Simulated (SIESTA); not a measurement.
Runs of SIESTA 5.4.2 on NiO. The structure is cubic, space group Fm-3m (No. 225). Conventional cell: a = 4.172 Å, b = 4.172 Å, c = 4.172 Å, α = 90.00°, β = 90.00°, γ = 90.00°. Ni (site symmetry m-3m) has 6 O at 2.09 Å as nearest neighbours. O (site symmetry m-3m) is surrounded by 6 Ni at 2.09 Å. 

```tsv
task	level	potentials or basis	spin	U	fixed moment (μB)	cell	k mesh	hubbard projector method	U from the first cycle	broadening (eV)	window from (eV)	window to (eV)	grid cutoff	energy shift	gap on the mesh (eV)	pressure (GPa)	moment (μB)
band structure	B86bPBE	PseudoDojo 0.4 standard (PBE files), DZP (energy shift 0.002 Ry)	collinear, ferromagnetic start	-	-	as given	11 × 11 × 11	-	-	-	-	-	800 Ry	0.002 Ry	none	(a)	1.78
density of states	PBEGcGxLO+U	PseudoDojo 0.4 standard (PBE files), TZDP (energy shift 0.01 Ry)	collinear, ferromagnetic start	Ni d U = 4.5 eV	-	as given	11 × 11 × 11	1	yes	0.2 eV	-10 eV	15 eV	800 Ry	0.01 Ry	1.43	-2.3	2.00
electrostatic potential	xPBE+U	PseudoDojo 0.4 standard (PBE files), TZDP (energy shift 0.002 Ry)	collinear, ferromagnetic start	Ni d U = 8 eV	2.0	as given	11 × 11 × 11	2	-	-	-	-	800 Ry	0.002 Ry	-	(b)	2.00
relaxation of cell and atoms	optB88-vdW	PseudoDojo 0.4 standard (PBE files), TZP (energy shift 0.002 Ry)	non-collinear, random start	-	-	relaxed	8 × 8 × 8	-	-	-	-	-	1200 Ry	0.002 Ry	none	-	0.14
atomic charges	LDA	PseudoDojo 0.4 standard (LDA files), TZP (energy shift 0.002 Ry)	collinear, ferromagnetic start	-	-	as given	8 × 8 × 8	-	-	-	-	-	800 Ry	0.002 Ry	none	-18.9	0.72
band structure	vdW-DF	PseudoDojo 0.5 stringent (PBE files), DZ (energy shift 0.002 Ry)	non-collinear, ferromagnetic start	-	-	atoms moved at random, drawn with an rms of 0.05 Å	8 × 8 × 8	-	-	-	-	-	800 Ry	0.002 Ry	none	8.7	0.12
phonons	vdW-DF2+U	PseudoDojo 0.4 standard (PBE files), SZP (energy shift 0.002 Ry)	collinear, ferromagnetic start	Ni d U = 7 eV	-	relaxed by the run before	8 × 8 × 8	1	-	-	-	-	1200 Ry	0.002 Ry	-	-	2.00
```

Alike in all rows: smearing fermi-dirac 0.05 eV.

**Question.** Estimate the missing entries.

**Answer.** (a) 8.1; (b) 19.9.

Caveats: the basis of atomic orbitals isn't converged, which shifts pressures, moduli and gaps; semicore shells carry a single zeta, which can move pressures by several GPa and volumes by a few percent (some runs); the potentials were made for another functional, which shifts forces and pressure (some runs); a cell with one magnetic atom can't hold antiferromagnetic order, which such compounds often take (some runs); semilocal functionals often make such compounds metallic where correlation or magnetic order opens a gap, which also shifts bond lengths (some runs); an odd mesh through Γ misses points on the zone boundary, where band edges often lie (some runs); the total moment is fixed, so each spin has its own Fermi level (some runs).

A gap of «none» marks a metal or a gap under the smearing width.

Runs at the PBE level aren't shown here.
